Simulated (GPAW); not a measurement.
CdSe (Cadmoselite):

```xyz
4
Lattice="4.3000 0.0000 0.0000 -2.1500 3.7239 0.0000 0.0000 0.0000 7.0200" Properties=species:S:1:pos:R:3 pbc="T T T"
Cd    2.1500    1.2413    3.5100
Cd    0.0000    2.4826    0.0000
Se    2.1500    1.2413    6.2127
Se    0.0000    2.4826    2.7027
```

```yaml
Program: GPAW 26.7.0
Task: relaxation of cell and atoms
Functional: SCAN
Potentials_or_basis: GPAW PAW data sets (gpaw-data 1.2.1)
Cutoff: 600 eV
Basis: pw
k_mesh: 5 × 5 × 3
Occupations: fermi-dirac, width 0.05 eV
Spin: no spin polarisation
```

At the start: pressure 1.0 GPa; volume 28.10 Å³/atom.

Question: How do energy, volume and symmetry change on relaxing?

Answer: Over 12 steps the energy falls by 6.1 meV/atom and the volume is 28.56 Å³/atom (+1.6 %); space group P6_3mc (No. 186, to 0.05 Å).

Step by step:
```
step  energy change (eV)  largest force (eV/Å)  pressure (GPa)  volume (Å³)
   1              0.0000                0.2770            0.97       112.41
   2             -0.0061                0.2411            0.84       112.61
   3             -0.0235                0.0150            0.13       113.91
   4             -0.0236                0.0060            0.14       113.90
   5             -0.0238                0.0175            0.11       113.95
   6             -0.0240                0.0269            0.03       114.14
   7             -0.0242                0.0251           -0.05       114.31
   8             -0.0242                0.0189           -0.09       114.39
   9             -0.0243                0.0124           -0.11       114.42
  10             -0.0244                0.0112           -0.11       114.42
  11             -0.0244                0.0197           -0.08       114.36
  12             -0.0245                0.0198           -0.03       114.24
```

Final structure:
```xyz
4
Lattice="4.3232 0.0000 0.0000 -2.1616 3.7440 0.0000 0.0000 0.0000 7.0579" Properties=species:S:1:pos:R:3 pbc="T T T"
Cd    2.1616    1.2480    3.5705
Cd    0.0000    2.4960    0.0415
Se    2.1616    1.2480    6.2184
Se    0.0000    2.4960    2.6894
```

Caveat: later steps reuse the first step's grids; the PAW data sets were made with another functional, which shifts forces and pressure a little.
